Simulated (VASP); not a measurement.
Crystal: BAs.

```xyz
2
Lattice="0.0000 2.3885 2.3885 2.3885 0.0000 2.3885 2.3885 2.3885 0.0000" Properties=species:S:1:pos:R:3 pbc="T T T"
B     0.0000    0.0000    0.0000
As    1.1943    1.1943    1.1943
```

Base run:

| Property | Result |
| --- | --- |
| Program | VASP 6.6.1 |
| Functional | HSE06 |
| Potentials or basis | VASP PAW PBE potentials, release 64 (B, As) |
| Cutoff | 520 eV |
| k mesh | 6 × 6 × 6 |
| Occupations | gaussian, width 0.03 eV |
| Spin | no spin polarisation |

Its results: band gap on the k mesh 1.96 eV, indirect (least direct gap 4.13 eV); pressure -0.6 GPa.

Problem. After a change of settings the same cell gave: band gap on the k mesh 2.62 eV, indirect (least direct gap 4.79 eV); pressure -0.7 GPa. Which change was it?
A. functional from HSE06 to PBE-EpsX
B. functional from HSE06 to PBE0
C. k mesh from 6 × 6 × 6 to 8 × 8 × 8; further incar settings from ALGO = Normal; EDIFF = 1e-07 to ALGO = Normal; EDIFF = 1e-07; NBANDS = 11
D. functional from HSE06 to PBE

Solution. B.

Caveats: the PAW data sets were made with another functional, which shifts forces and pressure a little.

Not every run made on this cell is shown here.
